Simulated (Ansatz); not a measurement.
Crystal: CsSnBr3.

```
Cs Sn Br
1.0
     5.83901    0.00000    0.00000
     0.00000    5.83901    0.00000
     0.00000    0.00000    5.83901
Cs Sn Br
1 1 3
Direct
  0.00000 0.00000 0.00000
  0.50000 0.50000 0.50000
  0.00000 0.50000 0.50000
  0.50000 0.50000 0.00000
  0.50000 0.00000 0.50000
```

The cell is a database's computed one.

```yaml
Program: Ansatz 0.2.0
Task: relaxation of cell and atoms
Functional: revPBE
Potentials_or_basis: Ansatz PAW
Cutoff: "420 eV (not typed: the program's choice for these potentials)"
k_mesh: 5 × 5 × 5
Occupations: fermi-dirac, width 0.05 eV
Spin: no spin polarisation
```

At the start: volume 39.81 Å³/atom.

Question: Where does the relaxation end?

Answer: It ends after 5 steps and the volume is 43.02 Å³/atom (+8.1 %); space group Pm-3m (No. 221, to 0.05 Å).

Step by step:
| step | energy change (eV) | largest force (eV/Å) | volume (Å³) |
| --- | --- | --- | --- |
| 1 | 0.0000 | 0.0000 | 199.08 |
| 2 | -0.0543 | 0.0000 | 207.20 |
| 3 | -0.0698 | 0.0000 | 214.18 |
| 4 | -0.0700 | 0.0000 | 215.12 |
| 5 | -0.0709 | 0.0000 | 215.12 |

Final structure:
```yaml
crystal:
  lattice:
    - [5.99180, 0.00000, 0.00000]
    - [0.00000, 5.99180, 0.00000]
    - [0.00000, 0.00000, 5.99180]
  atoms:
    - { symbol: Cs, position: [0.00000, 0.00000, 0.00000] }
    - { symbol: Sn, position: [0.50000, 0.50000, 0.50000] }
    - { symbol: Br, position: [0.00000, 0.50000, 0.50000] }
    - { symbol: Br, position: [0.50000, 0.50000, 0.00000] }
    - { symbol: Br, position: [0.50000, 0.00000, 0.50000] }
```

Caveat: the plane-wave basis is chosen anew once the cell has moved, so the energies of steps on either side of that aren't comparable; the PAW data sets come from PBE, with cores solved anew for the run's functional, which leaves a small shift of forces and pressure.
